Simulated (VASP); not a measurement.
# CdS (Fm-3m) in VASP: notebook

The runs below take CdS through relaxation of cell and atoms, single point, with PBE.

Everything below comes from runs of VASP 6.6.1. Logs are shortened: lines on timing, memory, paths and dates and some standing lists are left out, and cuts for length are marked.

### 1 The crystal as given

The structure is cubic, space group Fm-3m (No. 225). The conventional cell has a = 5.506 Å, b = 5.506 Å, c = 5.506 Å, α = 90.00°, β = 90.00°, γ = 90.00°. Cd (site symmetry m-3m) is surrounded by 6 S at 2.75 Å. S (site symmetry m-3m) is surrounded by 6 Cd at 2.75 Å.

Measurements of this composition are mostly on another form, of space group No. 186.

### 2 Relaxation of cell and atoms, PBE, target pressure 30 GPa, at which the enthalpy is minimised

INCAR reads:

```
PREC     = Accurate       # precision mode
ENCUT    = 600            # plane-wave cutoff, eV
EDIFF    = 1E-7           # SCF threshold, eV
ISMEAR   = -1             # smearing method
SIGMA    = 0.05           # smearing width, eV
LREAL    = False          # projectors in reciprocal space
LASPH    = True           # aspherical terms in the spheres
NELM     = 80             # most SCF steps
ALGO     = Normal         # electronic algorithm
ISIF     = 3              # what is computed and relaxed
LWAVE    = False          # write WAVECAR
LCHARG   = False          # write CHGCAR
GGA      = PE             # functional
IBRION   = 2              # ionic algorithm
NSW      = 60             # ionic steps
EDIFFG   = -0.005         # ionic threshold
PSTRESS  = 300
```

KPOINTS reads:

```
regular mesh
0
Gamma
  8 8 8
```

POSCAR reads:

```
CdS
1.0
    0.0000000000      2.7532440000      2.7532440000
    2.7532440000      0.0000000000      2.7532440000
    2.7532440000      2.7532440000      0.0000000000
Cd S
1 1
Direct
    0.0000000000      0.0000000000      0.0000000000
    0.5000000000      0.5000000000      0.5000000000
```

Potentials or basis: VASP PAW PBE potentials, release 64 (Cd, S).

Run with:

```sh
$ cat potpaw_PBE.64/Cd/POTCAR potpaw_PBE.64/S/POTCAR > POTCAR
$ mpirun -np 1 vasp_std > vasp.out
```

OUTCAR:

```text
PREC = Accurate
   ENCUT = 600
   EDIFF = 1E-7
   ISMEAR = -1
   LREAL = False
   LASPH = True
   NELM = 80
   ISIF = 3
   GGA = PE
   IBRION = 2
   NSW = 60
   EDIFFG = -0.005
   PSTRESS = 300

 ion  position               nearest neighbor table
   1  0.000  0.000  0.000-   2 2.75   2 2.75   2 2.75   2 2.75   2 2.75   2 2.75
   2  0.500  0.500  0.500-   1 2.75   1 2.75   1 2.75   1 2.75   1 2.75   1 2.75

  LATTYP: Found a face centered cubic cell.
 ALAT       =     5.5064880000

  Lattice vectors:

 A1 = (   0.0000000000,   2.7532440000,   2.7532440000)
 A2 = (   2.7532440000,   0.0000000000,   2.7532440000)
 A3 = (   2.7532440000,   2.7532440000,   0.0000000000)

Analysis of symmetry for initial positions (statically):
=====================================================================
 Subroutine PRICEL returns:
 Original cell was already a primitive cell.

 Routine SETGRP: Setting up the symmetry group for a
 face centered cubic supercell.

 Subroutine GETGRP returns: Found 48 space group operations
 (whereof 48 operations were pure point group operations)
 out of a pool of 48 trial point group operations.

The static configuration has the point symmetry O_h .

Analysis of symmetry for dynamics (positions and initial velocities):
=====================================================================
 Subroutine PRICEL returns:
 Original cell was already a primitive cell.

 Routine SETGRP: Setting up the symmetry group for a
 face centered cubic supercell.

 Subroutine GETGRP returns: Found 48 space group operations
 (whereof 48 operations were pure point group operations)
 out of a pool of 48 trial point group operations.

The dynamic configuration has the point symmetry O_h .

 Subroutine INISYM returns: Found 48 space group operations
 (whereof 48 operations are pure point group operations),
 and found     1 'primitive' translations

----------------------------------------------------------------------------------------

                                     Primitive cell

  volume of cell :      41.7411

  direct lattice vectors                    reciprocal lattice vectors
     0.000000000  2.753244000  2.753244000    -0.181603955  0.181603955  0.181603955
     2.753244000  0.000000000  2.753244000     0.181603955 -0.181603955  0.181603955
     2.753244000  2.753244000  0.000000000     0.181603955  0.181603955 -0.181603955

  length of vectors
     3.893675005  3.893675005  3.893675005     0.314547277  0.314547277  0.314547277

  position of ions in fractional coordinates (direct lattice)
     0.000000000  0.000000000  0.000000000
     0.500000000  0.500000000  0.500000000

  ion indices of the primitive-cell ions
   primitive index   ion index
                 1           1
                 2           2

----------------------------------------------------------------------------------------

 KPOINTS: regular mesh

Automatic generation of k-mesh.
 Grid dimensions read from file:
 generate k-points for:    8    8    8

 Generating k-lattice:

  Cartesian coordinates                     Fractional coordinates (reciprocal lattice)
    -0.022700494  0.022700494  0.022700494     0.125000000  0.000000000  0.000000000
     0.022700494 -0.022700494  0.022700494     0.000000000  0.125000000  0.000000000
     0.022700494  0.022700494 -0.022700494     0.000000000  0.000000000  0.125000000

  Length of vectors
     0.039318410  0.039318410  0.039318410

  Shift w.r.t. Gamma in fractional coordinates (k-lattice)
     0.000000000  0.000000000  0.000000000

 Subroutine IBZKPT returns following result:
 ===========================================

 Found     29 irreducible k-points:

 Following reciprocal coordinates:
            Coordinates               Weight
  0.000000  0.000000  0.000000      1.000000
  0.125000  0.000000  0.000000      8.000000
  0.250000  0.000000  0.000000      8.000000
  0.375000  0.000000  0.000000      8.000000
  0.500000  0.000000  0.000000      4.000000
  0.125000  0.125000  0.000000      6.000000
[... 16 lines left out ...]
  0.500000  0.250000  0.125000     48.000000
 -0.375000  0.250000  0.125000     24.000000
 [... further k-points ...]
   k-points           NKPTS =     29   k-points in BZ     NKDIM =     29   number of bands    NBANDS=     13
   number of dos      NEDOS =    301   number of ions     NIONS =      2
   total plane-waves  NPLWV =  32768
   dimension x,y,z NGX =    32 NGY =   32 NGZ =   32
   dimension x,y,z NGXF=    64 NGYF=   64 NGZF=   64
   ions per type =               1   1
   NGX,Y,Z   is equivalent  to a cutoff of  13.66, 13.66, 13.66 a.u.
   NGXF,Y,Z  is equivalent  to a cutoff of  27.33, 27.33, 27.33 a.u.
 SYSTEM =  unknown system
   PREC   = accura    normal or accurate (medium, high low for compatibility)
   ISTART =      0    job   : 0-new  1-cont  2-samecut
   ICHARG =      2    charge: 1-file 2-atom 10-const
   ISPIN  =      1    spin polarized calculation?
   LNONCOLLINEAR =      F non collinear calculations
   LSORBIT =      F    spin-orbit coupling
   LASPH  =      T    aspherical Exc in radial PAW
   ENCUT  =  600.0 eV  44.10 Ry    6.64 a.u.   7.78  7.78  7.78*2*pi/ulx,y,z
   NELM   =     80;   NELMIN=  2; NELMDL= -5     # of ELM steps
   EDIFF  = 0.1E-06   stopping-criterion for ELM
   LREAL  =      F    real-space projection
   EDIFFG = -.5E-02   stopping-criterion for IOM
   NSW    =     60    number of steps for IOM
   IBRION =      2    ionic relax: 0-MD 1-quasi-New 2-CG
   NFREE  =      1    steps in history (QN), initial steepest desc. (CG)
   ISIF   =      3    stress and relaxation
   ISYM   =      2    0-nonsym 1-usesym 2-fastsym
   POTIM  = 0.5000    time-step for ionic-motion
   TEBEG  =    0.0;   TEEND  =   0.0 temperature during run
   PSTRESS=  300.0 pullay stress
   NELECT =      18.0000    total number of electrons
   NUPDOWN=      -1.0000    fix difference up-down
   EMIN   =  10.00;   EMAX   =-10.00  energy-range for DOS
   EFERMI =   0.00;   METHOD = LEGACY
   ISMEAR =    -1;   SIGMA  =   0.05  broadening in eV -4-tet -1-fermi 0-gaus
   EFERMI_NEDOS =   21; number of points for ismear=-14 and -15
   IALGO  =     38    algorithm
   IMIX   =      4    mixing-type and parameters
     AMIX     =   0.40;   BMIX     =  1.00
     AMIX_MAG =   1.60;   BMIX_MAG =  1.00
  volume/ion in A,a.u.               =      20.87       140.84
  Fermi-wavevector in a.u.,A,eV,Ry     =   1.236833  2.337275 20.813583  1.529755
  Thomas-Fermi vector in A             =   2.371425
   LORBIT       =      0    0 simple, 1 ext, 2 COOP (PROOUT), +10 PAW based schemes
   GGA     = PE    functional components
   LHFCALC =     F    Hartree Fock is set to
   AEXX    =    0.0000 exact exchange contribution
   IVDW    =     0    specifies the selected vdW correction
   LEPSILON=     F    determine dielectric tensor
   LRPA    =     F    only Hartree local field effects (RPA)
 conjugate gradient relaxation of ions
 non-spin polarized calculation
  energy-cutoff  :      600.00
  volume of cell :       41.74
 maximum number of plane-waves:      1411
   NGX = 15   NGY = 15   NGZ = 15

--------------------------------------- Ionic step        1  -------------------------------------------

 number of electron      17.9999999 magnetization

 Free energy of the ion-electron system (eV)
  ---------------------------------------------------
  ext. energy  EPLUGINS =         0.00000000
  ---------------------------------------------------
  free energy    TOTEN  =        -5.87680956 eV

  energy without entropy =       -5.87575412  energy(sigma->0) =       -5.87628184

 E-fermi :   2.9075     XC(G=0): -10.3035

 val. band max:        2.7107038513   @ k =   0.5000   0.0000   0.0000
 cond. band min:       2.9677719436   @ k =   0.5000   0.5000   0.0000
 fundamental gap:      0.2570680923
 Fermi energy:         2.9075033574

 k-point     1 :       0.0000    0.0000    0.0000
  band No.  band energies     occupation
      1      -9.9481      2.00000
      2      -4.8585      2.00000
      3      -4.8585      2.00000
      4      -4.8585      2.00000
      5      -4.8581      2.00000
      6      -4.8581      2.00000
      7       2.0143      2.00000
      8       2.0143      2.00000
      9       2.0143      2.00000
     10       3.5458      0.00001
     11      11.9442      0.00000
     12      11.9442      0.00000
     13      11.9442      0.00000

 k-point     2 :       0.1250    0.0000    0.0000
  band No.  band energies     occupation
      1      -9.8192      2.00000
      2      -4.9025      2.00000
      3      -4.9025      2.00000
      4      -4.8720      2.00000
      5      -4.8306      2.00000
      6      -4.8306      2.00000
      7       0.8608      2.00000
      8       2.1055      2.00000
      9       2.1055      2.00000
     10       4.6935      0.00000
     11      10.7390      0.00000
     12      11.6023      0.00000
     13      11.6023      0.00000
[... 872 lines left out ...]
 VOLUME and BASIS-vectors are now :
 -----------------------------------------------------------------------------
  energy-cutoff  :      600.00
  volume of cell :       33.21
      direct lattice vectors                 reciprocal lattice vectors
     0.000000000  2.551088971  2.551088971    -0.195994732  0.195994732  0.195994732
     2.551088971  0.000000000  2.551088971     0.195994732 -0.195994732  0.195994732
     2.551088971  2.551088971  0.000000000     0.195994732  0.195994732 -0.195994732

 POSITION                                       TOTAL-FORCE (eV/Angst)
 -----------------------------------------------------------------------------------
      2.55109      5.10218      2.55109         0.000000      0.000000     -0.000000
      2.55109      2.55109      2.55109         0.000000     -0.000000      0.000000
 -----------------------------------------------------------------------------------
    total drift:                               -0.000000     -0.000000     -0.000000

  FREE ENERGIE OF THE ION-ELECTRON SYSTEM (eV)
  ---------------------------------------------------
  free  energy   TOTEN  =        -5.2779468807 eV

  energy  without entropy=       -5.2765507766  energy(sigma->0) =       -5.27724883

  enthalpy is  TOTEN    =         0.9395773119 eV   P V=        6.2175241925

--------------------------------------- Ionic step        5  -------------------------------------------

 number of electron      18.0000001 magnetization

 Free energy of the ion-electron system (eV)
  ---------------------------------------------------
  ext. energy  EPLUGINS =         0.00000000
  ---------------------------------------------------
  free energy    TOTEN  =        -5.21902040 eV

  energy without entropy =       -5.21758312  energy(sigma->0) =       -5.21830176

 E-fermi :   5.5488     XC(G=0): -11.5279

 val. band max:        5.4311711953   @ k =   0.5000   0.0000   0.0000
 cond. band min:       5.5673254546   @ k =   0.5000   0.5000   0.0000
 fundamental gap:      0.1361542593
 Fermi energy:         5.5487721165

 k-point     1 :       0.0000    0.0000    0.0000
  band No.  band energies     occupation
      1      -9.2543      2.00000
      2      -2.9363      2.00000
      3      -2.9363      2.00000
      4      -2.9340      2.00000
      5      -2.9340      2.00000
      6      -2.9340      2.00000
      7       4.0861      2.00000
      8       4.0861      2.00000
      9       4.0861      2.00000
     10       7.4633      0.00000
     11      14.6128      0.00000
     12      14.6128      0.00000
     13      14.6128      0.00000

 k-point     2 :       0.1250    0.0000    0.0000
  band No.  band energies     occupation
      1      -9.0608      2.00000
      2      -3.0289      2.00000
      3      -3.0289      2.00000
      4      -2.9733      2.00000
      5      -2.8802      2.00000
      6      -2.8802      2.00000
      7       2.9434      2.00000
      8       4.2651      2.00000
      9       4.2651      2.00000
     10       8.5384      0.00000
     11      13.3455      0.00000
     12      14.4295      0.00000
     13      14.4295      0.00000
[... 365 lines left out ...]
 VOLUME and BASIS-vectors are now :
 -----------------------------------------------------------------------------
  energy-cutoff  :      600.00
  volume of cell :       32.88
      direct lattice vectors                 reciprocal lattice vectors
     0.000000000  2.542742256  2.542742256    -0.196638098  0.196638098  0.196638098
     2.542742256  0.000000000  2.542742256     0.196638098 -0.196638098  0.196638098
     2.542742256  2.542742256  0.000000000     0.196638098  0.196638098 -0.196638098

 POSITION                                       TOTAL-FORCE (eV/Angst)
 -----------------------------------------------------------------------------------
      0.00000      0.00000      0.00000         0.000000      0.000000      0.000000
      2.54274      2.54274      2.54274         0.000000      0.000000      0.000000
 -----------------------------------------------------------------------------------
    total drift:                                0.000000     -0.000000     -0.000000

  FREE ENERGIE OF THE ION-ELECTRON SYSTEM (eV)
  ---------------------------------------------------
  free  energy   TOTEN  =        -5.2190204006 eV

  energy  without entropy=       -5.2175831234  energy(sigma->0) =       -5.21830176

  enthalpy is  TOTEN    =         0.9376753025 eV   P V=        6.1566957031

 reached required accuracy - stopping structural energy minimisation
```

Wall time 75 s (1 thread of Intel Xeon Platinum 8259CL at 2.50GHz (Skylake/Cascade Lake), shared host); peak memory 0.19 GiB.

Results:

```yaml
Free_energy: -5.2190 eV
Relaxed_volume: 16.44 Å³/atom
Relaxed_cell: a = 3.596 Å, b = 3.596 Å, c = 3.596 Å, α = 60.00°, β = 60.00°, γ = 60.00°
Space_group_after_relaxing_to_0.05_Å: Fm-3m (No. 225)
Energy_change_on_relaxing_the_enthalpy_is_what_falls: +328.9 meV/atom
Ionic_steps: 5
Pressure_after_relaxing: 30.0 GPa
Band_gap_on_the_k_mesh: 0.14 eV, indirect (least direct gap 3.17 eV)
```

Step by step:
```csv
step,energy change (eV),largest force (eV/Å),pressure (GPa),volume (Å³)
1,0.0000,0.0000,-0.11,41.74
2,6.6424,0.0000,197.62,22.25
3,0.5059,0.0000,25.05,33.77
4,0.5989,0.0000,28.12,33.21
5,0.6578,0.0000,30.04,32.88
```

Final structure:
```xyz
2
Lattice="0.0000 2.5427 2.5427 2.5427 0.0000 2.5427 2.5427 2.5427 0.0000" Properties=species:S:1:pos:R:3 pbc="T T T"
Cd    0.0000    0.0000    0.0000
S     2.5427    2.5427    2.5427
```

Caveat: the cell is relaxed towards a set pressure, so the enthalpy falls and the energy may rise; the volume moved by over 15 % at a fixed basis, so the end points are rough. A k mesh can miss the band edges.

(Part 1 of 3 ends here.)
